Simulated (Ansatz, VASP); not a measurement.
# CsH (NiAs type (invented)) in two plane-wave programs, part 2 of 2

Wanted: the spread between two codes on one cell, functional and k mesh. The cell is generated by rule, not measured, and may not be a known phase. The cell is taken from a series of runs on this material, whose earlier steps may have relaxed, scaled, displaced or heated it; both programs get it as it stands.

VASP 6.6.1 and Ansatz 0.2.0.

So far: The starting structure; VASP: relaxation of cell and atoms, PBEsol; Ansatz: relaxation of cell and atoms, PBEsol.

## (4) Differences

Known differences besides the potentials themselves: fixed occupations in Ansatz, narrow Gaussian smearing in VASP; the cutoff is 420 eV in Ansatz and 500 eV in VASP; Ansatz makes its cores anew for this functional, VASP keeps those of its PBE data sets; Ansatz adds a Pulay correction to the stress that steers its cell, VASP none. Total energies have different zeros and are not compared.

The two programs side by side:

| quantity | Ansatz | VASP | difference |
| --- | --- | --- | --- |
| volume (Å³) | 122.14 | 122.45 | -0.25 % |
| edge a after relaxation, in the typed setting (Å) | 4.284 | 4.286 | -0.06 % |
| edge c after relaxation, in the typed setting (Å) | 7.686 | 7.696 | -0.14 % |

## (5) VASP: zone-centre phonons, PBEsol

Second derivatives magnify differences that forces hide, and they need a tight electronic threshold.

Input file INCAR:

```
SYSTEM = CsH
PREC = Accurate
ENCUT = 500
EDIFF = 1E-08
NELM = 120
ISMEAR = 0
SIGMA = 0.01
LREAL = .FALSE.
ALGO = Normal
GGA = PS
NBANDS = 16
LORBIT = 11
LWAVE = .FALSE.
LCHARG = .FALSE.
ISIF = 2
IBRION = 8
LEPSILON = .TRUE.
LASPH = .TRUE.
GGA_COMPAT = .FALSE.
EFERMI = MIDGAP
KPAR = 2
```

Input file POSCAR:

```
CsH
1.0
    4.2836901746      0.0000000000      0.0000000000
   -2.1418450873      3.7097845132      0.0000000000
    0.0000000000      0.0000000000      7.6857728450
Cs H
2 2
Direct
    0.0000000000      0.0000000000      0.0000000000
    0.0000000000      0.0000000000      0.5000000000
    0.3333333333      0.6666666667      0.2500000000
    0.6666666667      0.3333333333      0.7500000000
```

Input file KPOINTS:

```
Automatic mesh
0
Gamma
9 9 4
0 0 0
```

The projector-augmented-wave data sets are Cs_sv and H (PBE family, release 64).

Command:

```bash
mpirun -np 2 vasp_std
```

Numbers of over 12 decimals in the logs are rounded to 6 here.

Output:

```text
[banner, memory and clock lines left out]
running    2 mpi-ranks, on    1 nodes
[...]
[... a notice as in an earlier step ...]

 LDA part: xc-table for (Slater+PW92), standard interpolation
 POSCAR, INCAR and KPOINTS ok, starting setup
[...]
entering main loop
       N       E                     dE             d eps       ncg     rms          rms(c)
DAV:   1     0.115394598740E+03    0.11539E+03   -0.78620E+03  1152   0.100E+03
DAV:   2     0.250152657562E+00   -0.11514E+03   -0.11020E+03  1488   0.165E+02
DAV:   3    -0.104554418028E+02   -0.10706E+02   -0.10691E+02  1608   0.588E+01
DAV:   4    -0.105556857915E+02   -0.10024E+00   -0.10023E+00  1504   0.676E+00
[...]
DAV:  15    -0.906879185041E+01    0.12104E-06   -0.25443E-07  1584   0.171E-03    0.115E-04
DAV:  16    -0.906879183546E+01    0.14954E-07   -0.20823E-08  1200   0.564E-04    0.111E-04
DAV:  17    -0.906879183698E+01   -0.15216E-08   -0.98113E-10   968   0.146E-04
   1 F= -.90687918E+01 E0= -.90687918E+01  d E =0.000000E+00
[...]
RMM:  10    -0.162360571036E-01   -0.79319E-08   -0.15475E-10  7888   0.226E-05    0.209E-06
 first order change of Fermi-energy   0.64865E-04
 force on displaced ion       3 direction 1 :  -0.689  -0.000   0.000
 Born effective charge ion    3 direction 1 :  -1.113   0.000   0.000
 Linear response progress:
  Degree of freedom:   4/  4
       N       E                     dE             d eps       ncg     rms          rms(c)
RMM:   1    -0.161011819858E-01   -0.16101E-01   -0.10677E-02  2432   0.325E-01
RMM:   2    -0.156254543412E-01    0.47573E-03   -0.35495E-04  2539   0.636E-02    0.641E-02
RMM:   3    -0.158442531889E-01   -0.21880E-03   -0.59901E-05  2522   0.322E-02    0.356E-02
RMM:   4    -0.163551380805E-01   -0.51088E-03    0.22686E-05  2694   0.404E-02    0.506E-03
[...]
RMM:  10    -0.163316597276E-01    0.41828E-07    0.12956E-07  2612   0.486E-05    0.495E-06
RMM:  11    -0.163317225995E-01   -0.62872E-07    0.23981E-08  2769   0.130E-05    0.119E-06
RMM:  12    -0.163317232231E-01   -0.62361E-09    0.73735E-09  2549   0.535E-06    0.446E-07
 first order change of Fermi-energy   0.75836E-04
 force on displaced ion       3 direction 3 :   0.000  -0.000  -1.284
 Born effective charge ion    3 direction 3 :   0.000  -0.000  -1.161
 Born effective charges drift removed
 Linear response finished
```

From OUTCAR (step 5):

```text
  Total        0.0148755      0.0148755      0.0348622      0.0000000      0.0000000      0.0000000
  in kB        0.1951314      0.1951314      0.4573102      0.0000000      0.0000000      0.0000000
  external PRESSURE =       0.2825244 kB  Pullay stress =       0.0000000 kB

 POSITION                                       TOTAL-FORCE (eV/Angst)
 -----------------------------------------------------------------------------------
      0.00000      0.00000      0.00000         0.000000      0.000000      0.000000
      0.00000      0.00000      3.84289         0.000000      0.000000      0.000000
     -0.00000      2.47319      1.92144        -0.000000      0.000000      0.000000
      2.14185      1.23659      5.76433         0.000000     -0.000000     -0.000000
 -----------------------------------------------------------------------------------
    total drift:                                0.000000     -0.000000      0.000000

 MACROSCOPIC STATIC DIELECTRIC TENSOR (including local field effects in DFT)
 ------------------------------------------------------
           3.268127     0.000000     0.000000
          -0.000000     3.268127     0.000000
           0.000000     0.000000     3.396557
 ------------------------------------------------------

 MACROSCOPIC STATIC DIELECTRIC TENSOR IONIC CONTRIBUTION
 ------------------------------------------------------
           6.972792    -0.000000    -0.000000
          -0.000000     6.972792     0.000000
          -0.000000     0.000000     6.075404
 ------------------------------------------------------

[... 1 part as in an earlier step ...]

[... 1 further part left out ...]
```

## (6) Ansatz: zone-centre phonons, PBEsol

The same cell, functional and mesh now go to Ansatz, which takes its cutoff from its data sets.

The cell is taken from a series of runs on this material, whose earlier steps may have relaxed, scaled, displaced or heated it; both programs get it as it stands.

Input file input.yaml:

```yaml
crystal:
  lattice:
    - [4.2836901746, 0.0, 0.0]
    - [-2.1418450873, 3.7097845132, 0.0]
    - [0.0, 0.0, 7.685772845]
  atoms:
    - { symbol: Cs, position: [0.0, 0.0, 0.0] }
    - { symbol: Cs, position: [0.0, 0.0, 0.5] }
    - { symbol: H, position: [0.3333333333, 0.6666666667, 0.25] }
    - { symbol: H, position: [0.6666666667, 0.3333333333, 0.75] }
kpoints:
  mp_grid: { grid: [9, 9, 4] }
hamiltonian:
  xc: pbesol
scf:
  occupations: { method: fixed }
output:
  eigenvalues: true
phonons:
  method: dfpt
  dielectric: true
  rigid_motions: translations
```

Command:

```bash
ansatz run input.yaml --threads 2 --pin off --max-ram 5120MiB --backend cpu --events-out ev --progress --plain --runs-dir out
```

Output:

```text
[...]
Crystal: 4 atoms, lattice volume = 122.139 Å³
Basis set: ecut = 420 eV, 2383 PW (Γ), exchange–correlation on 60×60×108 points (8 copies of the dense FFT grid, shifted against one another)
Bands: 14, of which v1, the nominal top of the filled ones, is band 10 counted from 1 (9 counted from 0)
Symmetry: 24 space group operations
k-points: 95 of 324 (irreducible under 2 space group operations, time reversal used)
[...]
optical modes at Γ + LO–TO along q̂ = [1.0000, 0.0000, 0.0000]:
      ω (cm⁻¹)  modes    IR ((D/Å)²/amu)
[...]
optical modes at Γ + LO–TO along q̂ = [0.0000, 1.0000, 0.0000]:
      ω (cm⁻¹)  modes    IR ((D/Å)²/amu)
[...]
optical modes at Γ + LO–TO along q̂ = [0.0000, 0.0000, 1.0000]:
      ω (cm⁻¹)  modes    IR ((D/Å)²/amu)
[...]
376.04      2           114.2763
        472.95      2             0.0000
        705.55      1            62.1140
        714.88      1             0.0000
[key lines of the parts left out:]
SCF converged after 8 iterations
Free energy (F): -11203.492406 eV
Fermi energy:    3.632221 eV
```

## (7) Differences

What differs besides the data sets and the points named for the pairs above, as far as they apply: VASP's response is taken on the typed mesh, Ansatz refines its own for the field response alone. Total energies have different zeros and are not compared.

Compared:

| quantity | Ansatz | VASP | difference |
| --- | --- | --- | --- |
| ε∞ xx | 3.26 | 3.27 | -0.22 % |
| ε∞ yy | 3.26 | 3.27 | -0.22 % |
| ε∞ zz | 3.39 | 3.40 | -0.22 % |
| Born charge of Cs1 (mean of the diagonal) (e) | 1.13 | 1.13 | 0.00 |
| Born charge of H3 (mean of the diagonal) (e) | -1.13 | -1.13 | 0.00 |
| optical mode 1 to 2 (cm⁻¹) | 27.5 | 27.4 | +0.1 |
| optical mode 3 (cm⁻¹) | 81.1 | 81.3 | -0.18 % |
| optical mode 4 to 5 (cm⁻¹) | 376.0 | 380.3 | -1.12 % |
| optical mode 6 (cm⁻¹) | 421.6 | 425.9 | -1.01 % |
| optical mode 7 to 8 (cm⁻¹) | 472.9 | 480.5 | -1.58 % |
| optical mode 9 (cm⁻¹) | 714.9 | 719.9 | -0.70 % |

Modes are paired by rising frequency, not by their patterns, so a pair may set unlike modes beside each other; they are those without the splitting of longitudinal modes.

## (8) Outcome

| Property | Result |
| --- | --- |
| difference in volume (relaxation of cell and atoms, PBEsol) | -0.25 % |
| r.m.s. difference of the optical zone-centre modes, each program's sorted by frequency (zone-centre phonons, PBEsol) | 4.7 cm⁻¹ |
| difference in optical mode 7 to 8 (zone-centre phonons, PBEsol) | -1.6 % |

In words: The difference in volume is -0.25 % (relaxation of cell and atoms, PBEsol), within the 1.2 % picked in this series as the mark of a large difference, as far as the stopping tolerances let one tell. Among the rows given in per cent, the largest difference of the zone-centre phonons, PBEsol pair is in optical mode 7 to 8, -1.6 %. 1 further run of this series is not shown here. How closely two codes agree says nothing of how well the functional describes the real material.

[Lines on the potential files, build, host, timing and source positions are cut from VASP's logs without a mark.]

[Logs are printed without paths, hosts, clocks, repeated set-up lines and the standing remarks that a program may print on its own settings, such as how far it seeks lower states.]

[Hosts, paths, dates, database ids (printed as entryN), source tags and the programs' standing remarks are cut or masked in the printed files.]
